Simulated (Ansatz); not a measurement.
Si7Ge (P-43m), symmetry broken, then relaxed

All numbers below come from DFT PBEsol, scalar-relativistic, plane waves, PAW (Ansatz). Settings: plane waves to 420 eV, k-mesh 6×6×6 (Γ-centred), Gaussian smearing 0.03 eV. No spin polarisation. Energies are free energies at this smearing, counted from the undisturbed cell; pressure is positive in compression.

Reference structure (relaxed at this level; it needn't be the usual structure):

```
CELL_PARAMETERS angstrom
-5.45918 0.00000 -5.45918
0.00000 -5.45918 -5.45918
-5.45918 -5.45918 0.00000
ATOMIC_POSITIONS crystal
Si 0.37370 0.37370 0.37370
Si 0.87370 0.87370 0.87370
Si 0.50000 0.00000 0.50000
Si 0.00000 0.50000 0.00000
Si 0.50000 0.50000 0.00000
Si 0.00000 0.00000 0.50000
Si 0.00000 0.50000 0.50000
Si 0.50000 0.00000 0.00000
Si 0.87890 0.37370 0.37370
Si 0.37890 0.87370 0.87370
Si 0.37370 0.37370 0.87890
Si 0.87370 0.87370 0.37890
Si 0.37370 0.87890 0.37370
Si 0.87370 0.37890 0.87370
Ge 0.50000 0.50000 0.50000
Ge 0.00000 0.00000 0.00000
```

The atoms are displaced (Å, in the unstrained cell):

```tsv
atom	ux	uy	uz
Si1	0.003	0.013	-0.013
Si2	-0.003	0.018	0.000
Si3	-0.003	-0.002	0.007
Si4	0.001	0.000	-0.004
Si5	-0.014	0.009	-0.005
Si6	0.005	-0.015	-0.014
Si7	-0.002	0.003	0.011
Si8	0.009	-0.004	0.012
Si9	0.025	0.004	0.004
Si10	-0.006	-0.021	-0.001
Si11	-0.006	0.000	0.011
Si12	0.004	0.015	0.005
Si13	-0.017	-0.004	0.013
Si14	0.010	-0.016	-0.030
Ge15	-0.013	-0.008	0.012
Ge16	0.007	0.008	-0.007
```

The cell is strained by (-0.0088, 0.0005, 0.0082, -0.0392, -0.0251, 0.0140) (xx, yy, zz, yz, xz, xy; engineering shear). Cell and atoms are then relaxed.

Does the relaxation return to the undisturbed structure?

Yes (up to a choice of domain or origin): same space group and volume, and an energy 0.0 meV/atom from it. The disturbance itself cost 16.8 meV/atom. The final space group reads P-43m (tolerance 0.05 Å) and the volume changes by 0.00 %.

Final structure:

```yaml
crystal:
  lattice:
    - [-5.45878, 0.00024, -5.45921]
    - [0.00011, -5.45893, -5.45908]
    - [-5.45896, -5.45926, 0.00043]
  atoms:
    - { symbol: Si, position: [0.37373, 0.37369, 0.37366] }
    - { symbol: Si, position: [0.87371, 0.87372, 0.87365] }
    - { symbol: Si, position: [0.50002, 0.99999, 0.50001] }
    - { symbol: Si, position: [0.00000, 0.50002, 0.00000] }
    - { symbol: Si, position: [0.50004, 0.50002, 0.99997] }
    - { symbol: Si, position: [0.00002, 0.00003, 0.49996] }
    - { symbol: Si, position: [0.00004, 0.49997, 0.49996] }
    - { symbol: Si, position: [0.50002, 0.99995, 0.00003] }
    - { symbol: Si, position: [0.87883, 0.37374, 0.37370] }
    - { symbol: Si, position: [0.37884, 0.87373, 0.87371] }
    - { symbol: Si, position: [0.37370, 0.37365, 0.87897] }
    - { symbol: Si, position: [0.87372, 0.87368, 0.37890] }
    - { symbol: Si, position: [0.37371, 0.87888, 0.37373] }
    - { symbol: Si, position: [0.87373, 0.37893, 0.87365] }
    - { symbol: Ge, position: [0.49993, 0.49997, 0.50009] }
    - { symbol: Ge, position: [0.99996, 0.00003, 0.00002] }
```

The relaxation, step by step (energy from the first step; small jumps at an unchanged geometry come where the plane waves are selected anew for the new cell):

| step | ΔE (meV/atom) | largest force component (eV/Å) | pressure (GPa) |
| --- | --- | --- | --- |
| 1 | 0.0 | 0.769 | 0.26 |
| 2 | -13.4 | 0.375 | 0.06 |
| 3 | -16.6 | 0.094 | -0.05 |
| 4 | -16.8 | 0.001 | 0.00 |
| 5 | -16.8 | 0.001 | 0.00 |

Frames along the relaxation (Å, eV/Å):

```xyz
16
Lattice="-5.343 0.069 -5.436 0.030 -5.355 -5.397 -5.450 -5.500 0.175" Properties=species:S:1:pos:R:3:forces:R:3 pbc="T T T" step=1
Si   -4.019   -4.018   -3.996    0.281    0.082    0.124
Si   -9.406   -9.407   -9.312    0.565   -0.073   -0.118
Si   -5.399   -2.718   -2.623   -0.422   -0.244   -0.031
Si    0.016   -2.678   -2.703   -0.438   -0.239    0.029
Si   -2.670   -2.634   -5.421   -0.104   -0.338    0.018
Si   -8.032   -8.052  -10.759   -0.287    0.107    0.322
Si   -2.711   -5.424   -2.600   -0.240   -0.034   -0.108
Si   -2.663    0.031   -2.705   -0.769   -0.232   -0.059
Si   -6.696   -3.992   -6.725    0.152    0.054   -0.174
Si   -6.765   -9.479   -6.623    0.425    0.580    0.066
Si   -6.781   -6.810   -3.883    0.291    0.161   -0.199
Si   -6.702   -6.688   -9.394    0.263    0.032   -0.216
Si   -4.023   -6.741   -6.696    0.538    0.202   -0.153
Si   -9.408   -6.790   -6.671    0.215    0.523    0.245
Ge   -5.394   -5.402   -5.316   -0.234   -0.150    0.150
Ge  -10.755  -10.778  -10.665   -0.235   -0.432    0.103
16
Lattice="-5.513 -0.013 -5.446 -0.006 -5.486 -5.453 -5.476 -5.442 -0.051" Properties=species:S:1:pos:R:3:forces:R:3 pbc="T T T" step=2
Si   -4.123   -4.090   -4.088    0.258    0.085   -0.045
Si   -9.618   -9.565   -9.566    0.286    0.107   -0.020
Si   -5.485   -2.717   -2.752   -0.279   -0.198    0.031
Si    0.013   -2.734   -2.734   -0.338   -0.168    0.060
Si   -2.748   -2.740   -5.458   -0.230   -0.156    0.041
Si   -8.240   -8.210  -10.931   -0.258   -0.143    0.078
Si   -2.723   -5.455   -2.760   -0.293   -0.079    0.068
Si   -2.743    0.002   -2.719   -0.375   -0.176   -0.028
Si   -6.905   -4.105   -6.835    0.302    0.124   -0.095
Si   -6.892   -9.570   -6.869    0.274    0.274    0.004
Si   -6.896   -6.844   -4.109    0.286    0.083   -0.052
Si   -6.907   -6.869   -9.540    0.211    0.073   -0.036
Si   -4.131   -6.875   -6.841    0.291    0.208   -0.030
Si   -9.615   -6.854   -6.874    0.242    0.191    0.011
Ge   -5.484   -5.468   -5.472   -0.237   -0.076    0.024
Ge  -10.981  -10.932  -10.953   -0.140   -0.149   -0.010
16
Lattice="-5.459 0.001 -5.463 0.000 -5.461 -5.462 -5.457 -5.460 -0.001" Properties=species:S:1:pos:R:3:forces:R:3 pbc="T T T" step=3
Si   -4.082   -4.078   -4.083    0.063    0.019   -0.015
Si   -9.537   -9.541   -9.548    0.071    0.025   -0.008
Si   -5.458   -2.727   -2.733   -0.071   -0.050    0.021
Si    0.003   -2.730   -2.734   -0.074   -0.035    0.019
Si   -2.728   -2.727   -5.466   -0.053   -0.047    0.013
Si   -8.182   -8.188  -10.928   -0.074   -0.030    0.027
Si   -2.724   -5.455   -2.734   -0.073   -0.030    0.020
Si   -2.730    0.002   -2.728   -0.094   -0.047    0.003
Si   -6.835   -4.083   -6.840    0.063    0.034   -0.024
Si   -6.838   -9.546   -6.841    0.068    0.068   -0.003
Si   -6.845   -6.841   -4.079    0.079    0.027   -0.021
Si   -6.840   -6.838   -9.545    0.059    0.021   -0.025
Si   -4.086   -6.844   -6.839    0.085    0.057   -0.014
Si   -9.538   -6.839   -6.849    0.052    0.050    0.007
Ge   -5.457   -5.462   -5.457   -0.053   -0.024    0.004
Ge  -10.911  -10.920  -10.927   -0.047   -0.038   -0.002
16
Lattice="-5.459 0.000 -5.459 0.000 -5.459 -5.459 -5.459 -5.459 0.000" Properties=species:S:1:pos:R:3:forces:R:3 pbc="T T T" step=4
Si   -4.080   -4.080   -4.080    0.000   -0.001   -0.001
Si   -9.539   -9.539   -9.539   -0.001   -0.001   -0.001
Si   -5.459   -2.730   -2.729    0.000    0.000    0.001
Si    0.000   -2.730   -2.730    0.000    0.000    0.001
Si   -2.729   -2.729   -5.459    0.000    0.000    0.001
Si   -8.188   -8.188  -10.918    0.000    0.000    0.001
Si   -2.729   -5.459   -2.729    0.000   -0.001    0.000
Si   -2.730    0.000   -2.729    0.000   -0.001    0.000
Si   -6.837   -4.080   -6.838    0.000    0.000    0.000
Si   -6.837   -9.539   -6.838    0.000    0.000    0.000
Si   -6.838   -6.838   -4.079    0.001    0.001   -0.001
Si   -6.838   -6.838   -9.539    0.001    0.001   -0.001
Si   -4.080   -6.838   -6.838    0.000    0.001    0.000
Si   -9.539   -6.838   -6.838    0.000    0.001    0.001
Ge   -5.459   -5.459   -5.458    0.000    0.000    0.000
Ge  -10.917  -10.918  -10.918    0.000    0.000    0.000
16
Lattice="-5.459 0.000 -5.459 0.000 -5.459 -5.459 -5.459 -5.459 0.000" Properties=species:S:1:pos:R:3:forces:R:3 pbc="T T T" step=5
Si   -4.080   -4.080   -4.080   -0.001   -0.001   -0.001
Si   -9.539   -9.539   -9.539   -0.001   -0.001   -0.001
Si   -5.459   -2.730   -2.729    0.000    0.000    0.001
Si    0.000   -2.730   -2.730    0.000    0.000    0.001
Si   -2.729   -2.729   -5.459    0.000    0.000    0.001
Si   -8.188   -8.188  -10.918    0.000    0.000    0.001
Si   -2.729   -5.459   -2.729    0.000   -0.001    0.000
Si   -2.730    0.000   -2.729    0.000    0.000    0.000
Si   -6.837   -4.080   -6.838    0.000    0.000    0.000
Si   -6.837   -9.539   -6.838    0.000    0.000    0.000
Si   -6.838   -6.838   -4.079    0.001    0.001   -0.001
Si   -6.838   -6.838   -9.539    0.001    0.000   -0.001
Si   -4.080   -6.838   -6.838    0.000    0.001    0.000
Si   -9.539   -6.838   -6.838   -0.001    0.001    0.001
Ge   -5.459   -5.459   -5.458    0.000    0.001    0.000
Ge  -10.917  -10.918  -10.918    0.000    0.000    0.000
```

Cost: 3 runs of about 22 core-minutes in all, on Intel Xeon Platinum 8259CL (Skylake/Cascade Lake) (shared hosts).